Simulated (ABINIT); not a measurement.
# InAs (F-43m) in ABINIT: single point with PBEsol

Aim: the single point of InAs with PBEsol.

All numbers are computed with ABINIT 10.8.3 (patched build); they aren't measurements. Logs are shortened: lines on timing, memory, paths and dates and some standing lists are left out, and cuts for length are marked. The log counts tension as positive stress, the text compression.

**Experimental background.**

From a printed reference work, data compilation, for a bulk crystal of InAs at 4.2 K: band gap 0.418 eV (direct).

How close the calculation comes is told below.

**1. Starting point**

The structure is cubic, space group F-43m (No. 216). The conventional cell has a = 6.036 Å, b = 6.036 Å, c = 6.036 Å, α = 90.00°, β = 90.00°, γ = 90.00°. In (site symmetry -43m) has 4 As at 2.61 Å as nearest neighbours. Around As (site symmetry -43m) lie 4 In at 2.61 Å.

**2. Single point, PBEsol**

File run.abi:

```
# Pseudopotentials
pp_dirpath "./"
pseudos "In.upf, As.upf"

# Structure
acell 4.2680965312 4.2680965312 4.2680965312 Angstrom
rprim
     0.0000000000     0.7071067812     0.7071067812
     0.7071067812     0.0000000000     0.7071067812
     0.7071067812     0.7071067812     0.0000000000
ntypat 2
znucl 49 33
natom 2
typat 1 2
xred
     0.0000000000     0.0000000000     0.0000000000
     0.7500000000     0.7500000000     0.7500000000

# Plane-wave basis
ecut 38.0

# k points
kptopt 1
ngkpt 6 6 6
nshiftk 1
shiftk 0.0 0.0 0.0

# Exchange and correlation
ixc -116133

# Bands and occupations
nband 18
occopt 3
tsmear 0.05 eV

# SCF cycle
nstep 100
tolvrs 1.0e-10

# Output
iomode 3
prtwf 0
prtden 0
prteig 0
prtebands 0
```

Potentials or basis: PseudoDojo NC SR PBEsol v0.4.1 standard.

The run is started by

```sh
mpirun --bind-to none -np 4 abinit run.abi > log 2>&1
```

run.abo:

```text
.Version 10.8.3 of ABINIT
 Symmetries : space group F-4 3 m (#216); Bravais cF (face-center cubic)
================================================================================
 Values of the parameters that define the memory need of the present run
     intxc =       0    ionmov =       0      iscf =       7    lmnmax =       6
     lnmax =       6     mgfft =      48  mpssoang =       3    mqgrid =    3001
     natom =       2  nloc_mem =       1    nspden =       1   nspinor =       1
    nsppol =       1      nsym =      24    n1xccc =    2501    ntypat =       2
    occopt =       3   xclevel =       2
       mpw =        4168          nfft =      110592          nkpt =          16
================================================================================
================================================================================

--------------------------------------------------------------------------------
------------- Echo of variables that govern the present computation ------------
--------------------------------------------------------------------------------
 -outvars: echo values of preprocessed input variables --------
            acell      8.0655335229E+00  8.0655335229E+00  8.0655335229E+00 Bohr
              amu      1.14820000E+02  7.49215900E+01
             ecut      3.80000000E+01 Hartree
              ixc     -116133
         kptrlatt        6    0    0      0    6    0      0    0    6
          kptrlen      4.83932011E+01
            natom           2
            nband          18
            ngfft          48      48      48
             nkpt          16
            nstep         100
             nsym          24
           ntypat           2
           occopt           3
           prtden           0
        prtebands           0
           prteig           0
            prtwf           0
            rprim      0.0000000000E+00  7.0710678120E-01  7.0710678120E-01
                       7.0710678120E-01  0.0000000000E+00  7.0710678120E-01
                       7.0710678120E-01  7.0710678120E-01  0.0000000000E+00
          spgroup         216
           tolvrs      1.00000000E-10
           tsmear      1.83746611E-03 Hartree
            typat      1  2
           xangst      0.0000000000E+00  0.0000000000E+00  0.0000000000E+00
                       4.5270000000E+00  4.5270000000E+00  4.5270000000E+00
            xcart      0.0000000000E+00  0.0000000000E+00  0.0000000000E+00
                       8.5547901721E+00  8.5547901721E+00  8.5547901721E+00
             xred      0.0000000000E+00  0.0000000000E+00  0.0000000000E+00
                       7.5000000000E-01  7.5000000000E-01  7.5000000000E-01
            znucl       49.00000   33.00000

================================================================================

 chkinp: Checking input parameters for consistency.

================================================================================
== DATASET  1 ==================================================================

--- !DatasetInfo
iteration_state: {dtset: 1, }
dimensions: {natom: 2, nkpt: 16, mband: 18, nsppol: 1, nspinor: 1, nspden: 1, mpw: 4168, }
cutoff_energies: {ecut:  38.0, pawecutdg:  -1.0, }
electrons: {nelect:   2.80000000E+01, charge:   0.00000000E+00, occopt:   3.00000000E+00, tsmear:   1.83746611E-03, }
meta: {optdriver: 0, ionmov: 0, optcell: 0, iscf: 7, paral_kgb: 0, }
...

 Real(R)+Recip(G) space primitive vectors, cartesian coordinates (Bohr,Bohr^-1):
 R(1)=  0.0000000  5.7031934  5.7031934  G(1)= -0.0876702  0.0876702  0.0876702
 R(2)=  5.7031934  0.0000000  5.7031934  G(2)=  0.0876702 -0.0876702  0.0876702
 R(3)=  5.7031934  5.7031934  0.0000000  G(3)=  0.0876702  0.0876702 -0.0876702
 Unit cell volume ucvol=  3.7100888E+02 bohr^3
 Angles (23,13,12)=  6.00000000E+01  6.00000000E+01  6.00000000E+01 degrees

 getcut: wavevector=  0.0000  0.0000  0.0000  ngfft=  48  48  48
         ecut(hartree)=     38.000   => boxcut(ratio)=   2.14462

--- Pseudopotential description ------------------------------------------------
- pspini: atom type   1  psp file is ./In.upf
12 -116133 2 -1 1940                          pspcod,pspxc,lmax,lloc,mmax
     nproj     2     2     2

- pspini: atom type   2  psp file is ./As.upf
12 -116133 2 -1 1342                          pspcod,pspxc,lmax,lloc,mmax
     nproj     2     2     2

   1.51119917E+03                                ecore*ucvol(ha*bohr**3)
--------------------------------------------------------------------------------

================================================================================

--- !BeginCycle
iteration_state: {dtset: 1, }
solver: {iscf: 7, nstep: 100, nline: 4, wfoptalg: 0, }
tolerances: {tolvrs: 1.00E-10, }
...

     iter   Etot(hartree)      deltaE(h)  residm     vres2
 ETOT  1  -169.22202753727    -1.692E+02 1.523E+00 4.308E+02
 ETOT  2  -172.15823515962    -2.936E+00 7.468E-02 5.753E+02
 ETOT  3  -172.22812511547    -6.989E-02 4.830E-01 1.127E+02
 ETOT  4  -172.24264122506    -1.452E-02 7.677E-03 8.173E+00
 ETOT  5  -172.24367366555    -1.032E-03 3.640E-03 2.977E-01
 ETOT  6  -172.24370933916    -3.567E-05 3.116E-03 1.528E-02
 ETOT  7  -172.24371157207    -2.233E-06 1.207E-03 3.124E-03
 ETOT  8  -172.24371186671    -2.946E-07 6.909E-04 7.682E-04
 ETOT  9  -172.24371196990    -1.032E-07 2.659E-04 1.327E-06
 ETOT 10  -172.24371197064    -7.471E-10 1.338E-04 1.075E-07
 ETOT 11  -172.24371197068    -4.061E-11 2.000E-04 8.607E-09
 ETOT 12  -172.24371197069    -6.224E-12 5.949E-05 1.488E-10
 ETOT 13  -172.24371197068     7.560E-12 1.947E-04 1.770E-10
 ETOT 14  -172.24371197069    -8.953E-12 5.724E-05 4.062E-12

 At SCF step   14       vres2   =  4.06E-12 < tolvrs=  1.00E-10 =>converged.

 Cartesian components of stress tensor (hartree/bohr^3)
  sigma(1 1)= -3.39347537E-05  sigma(3 2)=  0.00000000E+00
  sigma(2 2)= -3.39347537E-05  sigma(3 1)=  0.00000000E+00
  sigma(3 3)= -3.39347537E-05  sigma(2 1)=  0.00000000E+00

--- !ResultsGS
iteration_state: {dtset: 1, }
comment   : Summary of ground state results
lattice_vectors:
- [  0.0000000,   5.7031934,   5.7031934, ]
- [  5.7031934,   0.0000000,   5.7031934, ]
- [  5.7031934,   5.7031934,   0.0000000, ]
lattice_lengths: [   8.06553,    8.06553,    8.06553, ]
lattice_angles: [ 60.000,  60.000,  60.000, ] # degrees, (23, 13, 12)
lattice_volume:   3.7100888E+02
convergence: {deltae: -8.953E-12, res2:  4.062E-12, residm:  5.724E-05, diffor: null, }
etotal    :  -1.72243712E+02
entropy   :   0.00000000E+00
fermie    :   1.51363078E-01
cartesian_stress_tensor: # hartree/bohr^3
- [ -3.39347537E-05,   0.00000000E+00,   0.00000000E+00, ]
- [  0.00000000E+00,  -3.39347537E-05,   0.00000000E+00, ]
- [  0.00000000E+00,   0.00000000E+00,  -3.39347537E-05, ]
pressure_GPa:   9.9839E-01
xred      :
- [  0.0000E+00,   0.0000E+00,   0.0000E+00, In]
- [  7.5000E-01,   7.5000E-01,   7.5000E-01, As]
cartesian_forces: # hartree/bohr
- [  1.18032347E-29,   1.18032347E-29,  -3.54097040E-29, ]
- [ -1.18032347E-29,  -1.18032347E-29,   3.54097040E-29, ]
force_length_stats: {min:   3.91469007E-29, max:   3.91469007E-29, mean:   3.91469007E-29, }
...

 Integrated electronic density in atomic spheres:
 ------------------------------------------------
 Atom  Sphere_radius  Integrated_density
    1        2.00000          9.90842597
    2        2.00000         12.36732834
================================================================================

 ----iterations are completed or convergence reached----

 Mean square residual over all n,k,spin=   22.190E-08; max=  57.245E-06
 reduced coordinates (array xred) for    2 atoms
       0.000000000000      0.000000000000      0.000000000000
       0.750000000000      0.750000000000      0.750000000000
 rms dE/dt=  4.2574E-28; max dE/dt=  5.3853E-28; dE/dt below (all hartree)
    1       0.000000000000      0.000000000000     -0.000000000000
    2       0.000000000000      0.000000000000     -0.000000000000

 cartesian coordinates (angstrom) at end:
    1      0.00000000000000     0.00000000000000     0.00000000000000
    2      4.52700000004158     4.52700000004158     4.52700000004158

 cartesian forces (hartree/bohr) at end:
    1      0.00000000000000     0.00000000000000    -0.00000000000000
    2     -0.00000000000000    -0.00000000000000     0.00000000000000
 frms,max,avg= 2.2601474E-29 3.5409704E-29   0.000E+00  0.000E+00  0.000E+00 h/b

 cartesian forces (eV/Angstrom) at end:
    1      0.00000000000000     0.00000000000000    -0.00000000000000
    2     -0.00000000000000    -0.00000000000000     0.00000000000000
 frms,max,avg= 1.1622145E-27 1.8208402E-27   0.000E+00  0.000E+00  0.000E+00 e/A
 length scales=  8.065533522905  8.065533522905  8.065533522905 bohr
              =  4.268096531200  4.268096531200  4.268096531200 angstroms
 Fermi (or HOMO) energy (hartree) =   0.15136   Average Vxc (hartree)=  -0.35919
 Eigenvalues (hartree) for nkpt=  16  k points:
 kpt#   1, nband= 18, wtk=  0.00463, kpt=  0.0000  0.0000  0.0000 (reduced coord)
  -1.13858   -1.13858   -1.13858   -1.13826   -1.13826   -0.37931   -0.37931   -0.37931
  -0.37459   -0.37459   -0.28834    0.14033    0.15004    0.15004    0.15004    0.29226
   0.29226    0.29226
      occupation numbers for kpt#   1
   2.00000    2.00000    2.00000    2.00000    2.00000    2.00000    2.00000    2.00000
   2.00000    2.00000    2.00000    1.99507    1.34412    1.34412    1.34412    0.00000
   0.00000    0.00000
 prteigrs : prtvol=0 or 1, do not print more k-points.

--- !EnergyTerms
iteration_state     : {dtset: 1, }
comment             : Components of total free energy in Hartree
kinetic             :  1.17928513133478E+02
hartree             :  5.22089734693425E+01
xc                  : -4.33576668883455E+01
Ewald energy        : -9.28949151391358E+01
psp_core            :  4.07321564497968E+00
local_psp           : -1.43286724207710E+02
non_local_psp       : -6.69150734752608E+01
internal            : -1.72243677462652E+02
'-kT*entropy'       : -3.45080387141584E-05
total_energy        : -1.72243711970691E+02
total_energy_eV     : -4.68699017487596E+03
band_energy         : -1.53821509868686E+01
...

 Cartesian components of stress tensor (hartree/bohr^3)
  sigma(1 1)= -3.39347537E-05  sigma(3 2)=  0.00000000E+00
  sigma(2 2)= -3.39347537E-05  sigma(3 1)=  0.00000000E+00
  sigma(3 3)= -3.39347537E-05  sigma(2 1)=  0.00000000E+00

-Cartesian components of stress tensor (GPa)         [Pressure=  9.9839E-01 GPa]
- sigma(1 1)= -9.98394923E-01  sigma(3 2)=  0.00000000E+00
- sigma(2 2)= -9.98394923E-01  sigma(3 1)=  0.00000000E+00
- sigma(3 3)= -9.98394923E-01  sigma(2 1)=  0.00000000E+00

== END DATASET(S) ==============================================================
================================================================================

 -outvars: echo values of variables after computation  --------
            acell      8.0655335229E+00  8.0655335229E+00  8.0655335229E+00 Bohr
           etotal     -1.7224371197E+02
            fcart      1.1803234660E-29  1.1803234660E-29 -3.5409703980E-29
                      -1.1803234660E-29 -1.1803234660E-29  3.5409703980E-29
            rprim      0.0000000000E+00  7.0710678120E-01  7.0710678120E-01
                       7.0710678120E-01  0.0000000000E+00  7.0710678120E-01
                       7.0710678120E-01  7.0710678120E-01  0.0000000000E+00
           strten     -3.3934753695E-05 -3.3934753695E-05 -3.3934753695E-05
                       0.0000000000E+00  0.0000000000E+00  0.0000000000E+00
           xangst      0.0000000000E+00  0.0000000000E+00  0.0000000000E+00
                       4.5270000000E+00  4.5270000000E+00  4.5270000000E+00
             xred      0.0000000000E+00  0.0000000000E+00  0.0000000000E+00
                       7.5000000000E-01  7.5000000000E-01  7.5000000000E-01
 Calculation completed.
```

It took 18 s on 4 MPI ranks of Arm Neoverse V1, shared host; peak memory 0.36 GiB.

What came out:

```yaml
Free_energy: -4686.9902 eV
Pressure: 1.0 GPa
Band_gap_on_the_k_mesh: none (metal or under the smearing width)
Valence_electrons_inside_the_program's_atomic_spheres: In 9.91; As 12.37
```

Levels at points of the mesh, in eV from the Fermi level:
| k point | band 12 | band 13 | band 14 | band 15 | band 16 | band 17 |
| --- | --- | --- | --- | --- | --- | --- |
| (0.00, 0.00, 0.00) | -0.30 | -0.04 | -0.04 | -0.04 | 3.83 | 3.83 |
| (0.50, 0.00, 0.00) | -5.87 | -1.04 | -1.04 | 0.85 | 4.60 | 4.60 |
| (0.50, 0.50, 0.00) | -5.94 | -2.39 | -2.39 | 1.40 | 1.95 | 9.14 |

Caveat: this crystal is a semiconductor, whose small gap the functional closes, so the metal is an error of the method.

**3. Against experiment**

Step 2. Against the measured gap of InAs, 0.418 eV (direct; 4.2 K; a printed reference work, data compilation), the calculated 0.00 eV is off by -0.42 eV. Spin-orbit coupling on As, In is left out. The value is that of PBEsol on a finite k mesh, which can miss the band edges, without temperature or zero-point motion. Semilocal functionals fall short of measured gaps as a rule.
